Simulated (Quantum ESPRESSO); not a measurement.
Input of a Quantum ESPRESSO 7.5 run:

File pw.in:

```
&CONTROL
  calculation = 'scf'
  prefix = 'pwscf'
  outdir = './tmp'
  pseudo_dir = './pseudo'
  tprnfor = .true.
  tstress = .true.
  disk_io = 'nowf'
/
&SYSTEM
  ibrav = 0
  A = 3.17
  nat = 3
  ntyp = 2
  ecutwfc = 45
  ecutrho = 360
  nbnd = 18
  occupations = 'smearing'
  smearing = 'fd'
  degauss = 0.00367493
/
&ELECTRONS
  conv_thr = 6d-10
  electron_maxstep = 120
  mixing_beta = 0.3
/
ATOMIC_SPECIES
Zr    91.2240 zr_pbesol_v1.uspp.F.UPF
B     10.8100 b_pbesol_v1.4.uspp.F.UPF
CELL_PARAMETERS alat
   1.0000000000    0.0000000000    0.0000000000
  -0.5000000000    0.8660254038    0.0000000000
   0.0000000000    0.0000000000    1.1145110410
ATOMIC_POSITIONS alat
Zr     0.0000000000    0.0000000000    0.0000000000
B      0.5000000000    0.2886751346    0.5572555205
B     -0.0000000001    0.5773502692    0.5572555205
K_POINTS automatic
10 10 8 0 0 0
HUBBARD {atomic}
U Zr-4d 3.0
```

Potentials or basis: GBRV 1.5 PBEsol.

Command:

```sh
$ OMP_NUM_THREADS=1 mpirun -n 2 pw.x -nk 2 -in pw.in > pw.out
```

**Question.** Estimate the band gap on the k mesh.

**Answer.** None (metal or under the smearing width).

**Question.** What does it give for the pressure?

**Answer.** -6.5 GPa.

Stress tensor (GPa, compression positive):
```
-6.03  0.00  0.00
 0.00 -6.03  0.00
 0.00  0.00 -7.40
```

Caveat: U without spin polarisation on a metal has little footing; the U is typed as a test and isn't derived for this compound.
